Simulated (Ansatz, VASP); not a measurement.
# One calculation of Cr, two programs

```
Cr
1.0
    -1.42392    1.42392    1.42392
     1.42392   -1.42392    1.42392
     1.42392    1.42392   -1.42392
Cr
1
Cartesian
  0.0000 0.0000 0.0000
```

Alike in both runs: functional PBE; k mesh 20 × 20 × 20; occupations gaussian, width 0.1 eV; no spin polarisation.

Ansatz relaxed the structure, and its values are those at the end. VASP's run is a single point on that final structure, the one shown.

|  | VASP | Ansatz |
| --- | --- | --- |
| version | VASP 6.6.1 | Ansatz 0.2.0 |
| potentials or method | VASP PAW PBE potentials, release 64 (Cr_pv) | scalar-relativistic, plane waves, PAW |
| plane-wave cutoff (eV) | 520 | 420 |
| valence electrons in the cell | 12 | 14 |

|  | VASP | Ansatz | Ansatz less VASP |
| --- | --- | --- | --- |
| gap on the k mesh at the Fermi level (eV) | none | none | - |
| pressure (GPa) | -1.1 | 0.0 | +1.14 |

A gap of «none» marks a metal or a gap that the smearing closes. The two sets of potentials don't hold the same shells in valence.

Caveats: the run has no spin polarisation, though such a crystal can be magnetic. Spin polarisation is off, so any magnetic state and its effect on volume and gap are missing.
